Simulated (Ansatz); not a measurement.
**Barrier of one jump, N in TaN**

Method: DFT PBE, scalar-relativistic, plane waves, PAW in Ansatz 0.2.0. Run with 420 eV cutoff, 5×5×4 k-mesh, shifted by half a step, Gaussian smearing of 0.10 eV, no spin polarisation.

Host crystal, relaxed:

```
Ta N
1.0
     2.91710    0.00000    0.00000
    -1.45855    2.52628    0.00000
     0.00000    0.00000    5.91485
Ta N
2 2
Cartesian
  0.0000 0.0000 0.0000
  0.0000 0.0000 2.9574
  0.0000 1.6842 1.4787
  1.4586 0.8421 4.4361
```

In a supercell of 16 host sites, interstitial N hops to an equivalent place, moving 1.71 Å between the relaxed ends. Climbing-image nudged elastic band at fixed cell with images 0 (start) to 6 (end), the path measured over all atoms, converged to 0.05 eV/Å; the order of the saddle wasn't checked, and the small cell leaves errors of about a tenth of an eV.

Supercell rows in host cell vectors: 0 -2 0; -2 0 0; 0 0 -1. N was set at (0.333, 0.667, 0.625) of the host cell.

At the relaxed start N has 3 Ta at 1.86 Å, 3 N at 2.15 Å, 1 N at 2.36 Å.

A cell with an odd number of electrons and no spin polarisation is a metal by construction and may be lower with spin. Spin-orbit coupling is left out, which matters for the bands and energies of heavy elements.

Q: How high is the barrier, and where does the atom pass?

A: 0.47 eV at image 3, where N has 3 N at 1.96 Å, 6 Ta at 2.23 Å.

Cost: 1 run of about 60 core-minutes, on Arm Neoverse V1 (shared hosts).